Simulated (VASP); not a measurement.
Al:

```
CELL_PARAMETERS angstrom
0.00000 2.02481 2.02481
2.02481 0.00000 2.02481
2.02481 2.02481 0.00000
ATOMIC_POSITIONS crystal
Al 0.00000 0.00000 0.00000
```

Base run:

| Item | Value |
| --- | --- |
| Program | VASP 6.6.1 |
| Functional | PBE |
| Potentials or basis | VASP PAW PBE potentials, release 64 (Al) |
| Cutoff | 520 eV |
| k mesh | 11 × 11 × 11 |
| Occupations | fermi-dirac, width 0.05 eV |
| Spin | no spin polarisation |

Its results: pressure -0.5 GPa.

Q: The run is repeated on the same cell with these changes: functional from PBE to RPBE. What comes out?

A: Pressure 0.8 GPa.

RPBE binds less tightly than PBE, so the same cell stands under more pressure.

Caveats: the PAW data sets were made with another functional, which shifts forces and pressure a little (some runs).

Not every run made on this cell is shown here.
